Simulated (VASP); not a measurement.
# La (P6_3/mmc) in VASP: further runs

The runs below take La through single point, with LDA.

Program: VASP 6.6.1. These are calculated values, not measurements. Logs are shortened: lines on timing, memory, paths and dates and some standing lists are left out, and cuts for length are marked.

### Step 1. Starting point

Symmetry: P6_3/mmc, No. 194, hexagonal system. Conventional cell: a = 3.750 Å, b = 3.750 Å, c = 6.070 Å, α = 90.00°, β = 90.00°, γ = 120.00°. Around La (site symmetry -6m2) lie 12 La at 3.73 to 3.75 Å.

This isn't the form of La at room conditions, which is double hcp.

### Step 2. Single point, LDA

The input, INCAR:

```
SYSTEM = La
PREC = Accurate ; ENCUT = 400
EDIFF = 1E-6 ; ISMEAR = 0
SIGMA = 0.1 ; LREAL = .FALSE.
LASPH = .TRUE. ; NELM = 100
ALGO = Normal ; ISIF = 2
LWAVE = .FALSE. ; LCHARG = .FALSE.
GGA = CA ; ADDGRID = .FALSE.
```

The input, KPOINTS:

```
Automatic mesh
0
G
  17 17 10
  0 0 0
```

The input, POSCAR:

```
La
1.0
    3.7500000000      0.0000000000      0.0000000000
   -1.8750000000      3.2475952642      0.0000000000
    0.0000000000      0.0000000000      6.0700000000
La
2
Direct
    0.6666666667      0.3333333333      0.7500000000
    0.3333333333      0.6666666667      0.2500000000
```

Potentials or basis: VASP PAW LDA potentials, release 64 (La).

Started as:

```
cat potpaw_LDA.64/La/POTCAR > POTCAR
mpirun -np 1 vasp_std > vasp.out
```

OUTCAR:

```text
SYSTEM = La
   PREC = Accurate
   ENCUT = 400
   EDIFF = 1E-6
   ISMEAR = 0
   LREAL = .FALSE.
   LASPH = .TRUE.
   NELM = 100
   ISIF = 2
   GGA = CA

 Found    198 irreducible k-points:

 Following reciprocal coordinates:
            Coordinates               Weight
  0.000000  0.000000  0.000000      1.000000
  0.058824  0.000000  0.000000      6.000000
  0.117647 -0.000000  0.000000      6.000000
  0.176471  0.000000  0.000000      6.000000
  0.235294 -0.000000  0.000000      6.000000
  0.294118  0.000000  0.000000      6.000000
   k-points           NKPTS =    198   k-points in BZ     NKDIM =    198   number of bands    NBANDS=     15
   number of dos      NEDOS =    301   number of ions     NIONS =      2
   total plane-waves  NPLWV =  23040
   dimension x,y,z NGX =    24 NGY =   24 NGZ =   40
   dimension x,y,z NGXF=    48 NGYF=   48 NGZF=   80
   ions per type =               2
   NGX,Y,Z   is equivalent  to a cutoff of  10.64, 10.64, 10.96 a.u.
   NGXF,Y,Z  is equivalent  to a cutoff of  21.28, 21.28, 21.91 a.u.
 SYSTEM =  La
   PREC   = accura    normal or accurate (medium, high low for compatibility)
   ISTART =      0    job   : 0-new  1-cont  2-samecut
   ICHARG =      2    charge: 1-file 2-atom 10-const
   ISPIN  =      1    spin polarized calculation?
   LNONCOLLINEAR =      F non collinear calculations
   LSORBIT =      F    spin-orbit coupling
   LASPH  =      T    aspherical Exc in radial PAW
   ENCUT  =  400.0 eV  29.40 Ry    5.42 a.u.   6.12  6.12  9.90*2*pi/ulx,y,z
   NELM   =    100;   NELMIN=  2; NELMDL= -5     # of ELM steps
   EDIFF  = 0.1E-05   stopping-criterion for ELM
   LREAL  =      F    real-space projection
   EDIFFG = 0.1E-04   stopping-criterion for IOM
   NSW    =      0    number of steps for IOM
   IBRION =     -1    ionic relax: 0-MD 1-quasi-New 2-CG
   NFREE  =      0    steps in history (QN), initial steepest desc. (CG)
   ISIF   =      2    stress and relaxation
   ISYM   =      2    0-nonsym 1-usesym 2-fastsym
   POTIM  = 0.5000    time-step for ionic-motion
   TEBEG  =    0.0;   TEEND  =   0.0 temperature during run
   PSTRESS=    0.0 pullay stress
   NELECT =      22.0000    total number of electrons
   NUPDOWN=      -1.0000    fix difference up-down
   EMIN   =  10.00;   EMAX   =-10.00  energy-range for DOS
   EFERMI =   0.00;   METHOD = LEGACY
   ISMEAR =     0;   SIGMA  =   0.10  broadening in eV -4-tet -1-fermi 0-gaus
   EFERMI_NEDOS =   21; number of points for ismear=-14 and -15
   IALGO  =     38    algorithm
   IMIX   =      4    mixing-type and parameters
     AMIX     =   0.40;   BMIX     =  1.00
     AMIX_MAG =   1.60;   BMIX_MAG =  1.00
  volume/ion in A,a.u.               =      36.96       249.43
  Fermi-wavevector in a.u.,A,eV,Ry     =   1.093004  2.065478 16.254307  1.194658
  Thomas-Fermi vector in A             =   2.229281
   LORBIT       =      0    0 simple, 1 ext, 2 COOP (PROOUT), +10 PAW based schemes
   GGA     = CA    functional components
   LHFCALC =     F    Hartree Fock is set to
   AEXX    =    0.0000 exact exchange contribution
   IVDW    =     0    specifies the selected vdW correction
   LEPSILON=     F    determine dielectric tensor
   LRPA    =     F    only Hartree local field effects (RPA)
 non-spin polarized calculation
 Gauss-broadening in eV      SIGMA  =   0.10
  energy-cutoff  :      400.00
  volume of cell :       73.92
 maximum number of plane-waves:      1358
   NGX = 13   NGY = 13   NGZ = 19

 number of electron      22.0000001 magnetization

 Free energy of the ion-electron system (eV)
  ---------------------------------------------------
  ext. energy  EPLUGINS =         0.00000000
  ---------------------------------------------------
  free energy    TOTEN  =       -11.00241773 eV

  energy without entropy =      -10.98247620  energy(sigma->0) =      -10.99244697

 E-fermi :   7.6905     XC(G=0):  -9.7837

 val. band max:        7.6814039087   @ k =   0.1176   0.0588   0.4000
 cond. band min:       7.6926436140   @ k =   0.3529   0.0000   0.4000
 fundamental gap:      0.0112397053
 Fermi energy:         7.6905193187

 k-point     1 :       0.0000    0.0000    0.0000
  band No.  band energies     occupation
      1     -25.0453      2.00000
      2     -24.8360      2.00000
      3      -9.4473      2.00000
      4      -8.2186      2.00000
      5      -8.2186      2.00000
      6      -8.0277      2.00000
      7      -8.0277      2.00000
      8      -7.9965      2.00000
      9       4.5034      2.00000
     10       5.9284      2.00000
     11       8.6928      0.00000
     12       8.9878      0.00000
     13       8.9904      0.00000
     14       9.0673      0.00000
     15       9.1450      0.00000

 k-point     2 :       0.0588    0.0000    0.0000
  band No.  band energies     occupation
      1     -25.0395      2.00000
      2     -24.8333      2.00000
      3      -9.4323      2.00000
      4      -8.2583      2.00000
      5      -8.2310      2.00000
      6      -8.0687      2.00000
      7      -8.0326      2.00000
      8      -8.0026      2.00000
      9       4.5980      2.00000
     10       6.0165      2.00000
     11       8.4916      0.00000
     12       9.0110      0.00000
     13       9.0150      0.00000
     14       9.0194      0.00000
     15       9.1394      0.00000
[... 41 lines left out ...]
      3      -9.2254      2.00000
      4      -8.7367      2.00000
      5      -8.5394      2.00000
      6      -8.3742      2.00000
      7      -8.1021      2.00000
      8      -8.0980      2.00000
      9       5.7100      2.00000
     10       6.6870      2.00000
     11       7.8476      0.02637
     12       7.9098      0.00193
     13       8.5754      0.00000
     14       8.8475      0.00000
     15       9.1141      0.00000

 k-point     6 :       0.2941    0.0000    0.0000
  band No.  band energies     occupation
      1     -24.9281      2.00000
      2     -24.7890      2.00000
      3      -9.1178      2.00000
      4      -8.9359      2.00000
      5      -8.7260      2.00000
      6      -8.4318      2.00000
      7      -8.1564      2.00000
      8      -8.1349      2.00000
      9       6.0881      2.00000
     10       6.5887      2.00000
     11       7.3754      1.99999
     12       8.1307      0.00000
     13       8.7161      0.00000
     14       8.8127      0.00000
     15       9.0544      0.00000

 [... further k-points ...]

------------------------ aborting loop because EDIFF is reached ----------------------------------------

  FORCE on cell =-STRESS in cart. coord.  units (eV):
  Direction    XX          YY          ZZ          XY          YZ          ZX
  --------------------------------------------------------------------------------------
  -------------------------------------------------------------------------------------
  Total       -1.4218535     -1.4218535     -1.4160987      0.0000000      0.0000000      0.0000000
  in kB      -30.8165187    -30.8165187    -30.6917930      0.0000000      0.0000000      0.0000000
  external PRESSURE =     -30.7749435 kB  Pullay stress =       0.0000000 kB

 VOLUME and BASIS-vectors are now :
 -----------------------------------------------------------------------------
  energy-cutoff  :      400.00
  volume of cell :       73.92
      direct lattice vectors                 reciprocal lattice vectors
     3.750000000  0.000000000  0.000000000     0.266666667  0.153960072  0.000000000
    -1.875000000  3.247595264  0.000000000     0.000000000  0.307920144  0.000000000
     0.000000000  0.000000000  6.070000000     0.000000000  0.000000000  0.164744646

 POSITION                                       TOTAL-FORCE (eV/Angst)
 -----------------------------------------------------------------------------------
      1.87500      1.08253      4.55250         0.000000     -0.000000      0.000000
     -0.00000      2.16506      1.51750        -0.000000      0.000000      0.000000
 -----------------------------------------------------------------------------------
    total drift:                                0.000000     -0.000000      0.000000

  FREE ENERGIE OF THE ION-ELECTRON SYSTEM (eV)
  ---------------------------------------------------
  free  energy   TOTEN  =       -11.0024177282 eV

  energy  without entropy=      -10.9824762046  energy(sigma->0) =      -10.99244697
```

stdout:

```text
POSCAR found type information on POSCAR La
 POSCAR found :  1 types and       2 ions
 scaLAPACK will be used
 LDA part: xc-table for (Slater(with rela. corr.)+CA(PZ))
 , standard interpolation
 POSCAR, INCAR and KPOINTS ok, starting setup
 FFT: planning ... GRIDC
 FFT: planning ... GRID_SOFT
 FFT: planning ... GRID
 WAVECAR not read
 entering main loop
```

It took 68 s on 1 thread of AMD EPYC 9R45 (Zen 5), shared host; peak memory 0.25 GiB.

The run converged, but some of its settings lie outside the range that counts as converged, so its numbers aren't taken as properties of the crystal.

What came out:

```
Free energy            : -11.0024 eV
Pressure               : -3.1 GPa
Band gap on the k mesh : none (metal or under the smearing width)
```

### Step 3. Single point, LDA

INCAR is that of step 2.

KPOINTS is that of step 2.

The input, POSCAR:

```
La
1.0
    3.7500000000      0.0000000000      0.0000000000
   -1.8750000000      3.2475952642      0.0000000000
    0.0000000000      0.0000000000      6.0700000000
La
2
Direct
    0.6527560000      0.3219160000      0.7382770000
    0.3157440000      0.6620370000      0.2676620000
```

Potentials or basis: VASP PAW LDA potentials, release 64 (La).

Started as:

```
cat potpaw_LDA.64/La/POTCAR > POTCAR
mpirun -np 1 vasp_std > vasp.out
```

Run time: 8.1 min. Hardware: 1 thread of AMD EPYC 9R45 (Zen 5), shared host; peak memory 1.1 GiB.

These settings aren't checked as converged: the numbers below hold their error.

What came out:

```yaml
Free_energy: -10.9849 eV
Pressure: -2.9 GPa
Largest_force: 0.211 eV/Å
Band_gap_on_the_k_mesh: none (metal or under the smearing width)
```

### Step 4. The reference run

An earlier run on the cell as given: functional PBE; potentials or basis VASP PAW PBE potentials, release 64 (La); cutoff 520 eV; k mesh 8 × 8 × 5; occupations fermi-dirac, width 0.05 eV; no spin polarisation.

* Pressure: 0.7 GPa
* Band gap on the k mesh: none (metal or under the smearing width)
